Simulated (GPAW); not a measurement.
The system is Ti2C.

```xyz
3
Lattice="1.5407 0.8895 4.8138 -1.5407 0.8895 4.8138 0.0000 -1.7790 4.8138" Properties=species:S:1:pos:R:3 pbc="T T T"
Ti    0.0000    0.0000   10.8960
Ti    0.0000    0.0000    3.5453
C     0.0000    0.0000    7.2207
```

The cell comes from a database or a generator and needn't be the stable form of this composition.

Base run:

- Program: GPAW 26.7.0
- Functional: PBEsol
- Potentials or basis: PAW data sets generated in the run's folder for this functional
- Cutoff: 800 eV
- Basis: pw
- k mesh: 7 × 7 × 7
- Occupations: fermi-dirac, width 0.05 eV
- Spin: no spin polarisation

Its results: pressure -4.2 GPa; largest force 0.130 eV/Å.

Task: After a change of settings the same cell gave: pressure 0.1 GPa; largest force 0.020 eV/Å. Which change was it?
A. functional from PBEsol to LDA; potentials or basis from PAW data sets generated in the run's folder for this functional to the program's PAW data sets (release 1.2.1) made for this functional
B. functional from PBEsol to r2SCAN; potentials or basis from PAW data sets generated in the run's folder for this functional to GPAW PAW data sets (gpaw-data 1.2.1)
C. k mesh from 7 × 7 × 7 to 10 × 10 × 10

Result: B.

Caveats: the PAW data sets were made with another functional, which shifts forces and pressure a little (some runs).

Not every run made on this cell is shown here.
